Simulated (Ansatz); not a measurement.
KBr: response to strain

Consider KBr in the rock salt structure (space group Fm-3m, No. 225; a = 6.7055 Å).

Strains are applied to the cell and any free atomic positions relax.

Level of theory: Ansatz (a program for electronic structure) PBE, without spin-orbit coupling.

| isotropic strain (%) | band gap (eV) |
|---|---|
| -2.5 | 4.51 |
| -2 | 4.47 |
| -1.5 | 4.43 |
| -1 | 4.39 |
| -0.5 | 4.35 |
| 0 | 4.31 |
| 1.5 | 4.20 |
| 2 | ? |
| 2.5 | 4.13 |

Q: Fit E_g = E₀ + Dε (ε in %) to the rows shown and predict the withheld row.

A: Least squares on the printed values gives E₀ = 4.32 eV, D = -76.2 meV per % of strain (largest residual 0.01 eV); this predicts 4.16 eV, and the run gives 4.16 eV, in agreement.

Whether these cells are dynamically stable was not tested.
